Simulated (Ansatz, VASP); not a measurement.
Two plane-wave programs on Si4N

```
Si N
1.0
     2.70486   -0.01061    0.11202
    -0.94549    5.67842   -0.07033
    -0.79226   -1.38019    9.20647
Si N
8 2
Direct
  0.31199 0.14023 0.21190
  0.06432 0.63661 0.07573
  0.32808 0.44012 0.44239
  0.15186 0.78362 0.32692
  0.10414 0.06761 0.56175
  0.69991 0.68787 0.67735
  0.48756 0.33446 0.80546
  0.67285 0.97705 0.89079
  0.18035 0.94234 0.01586
  0.49894 0.49010 0.99184
```

Change from the starting cell: the structure that the rattled cell fell into.

Alike in both runs: functional PBE; k mesh 6 × 4 × 2; occupations gaussian, width 0.1 eV; no spin polarisation.

Ansatz relaxed the structure, and its values are those at the end. VASP's run is a single point on that final structure, the one shown.

|  | VASP | Ansatz |
| --- | --- | --- |
| version | VASP 6.6.1 | Ansatz 0.2.0 |
| potentials or method | VASP PAW PBE potentials, release 64 (Si, N) | scalar-relativistic, plane waves, PAW |
| plane-wave cutoff (eV) | 520 | 420 |
| valence electrons in the cell | 42 | 42 |

VASP gave:

```
gap on the k mesh at the Fermi level (eV) : none
pressure (GPa)                            : 0.1
rms of the force components (eV/Å)        : 0.013
```

Problem. What did Ansatz give for the same quantities?

Solution. gap on the k mesh at the Fermi level (eV): none; pressure (GPa): 0.2; rms of the force components (eV/Å): 0.012.

A gap of «none» marks a metal or a gap that the smearing closes. With one functional, cell and mesh, what is left measures potentials, basis and numerics.

Caveats: the k mesh is coarse (spacing up to 0.39 Å⁻¹), so the values aren't converged.
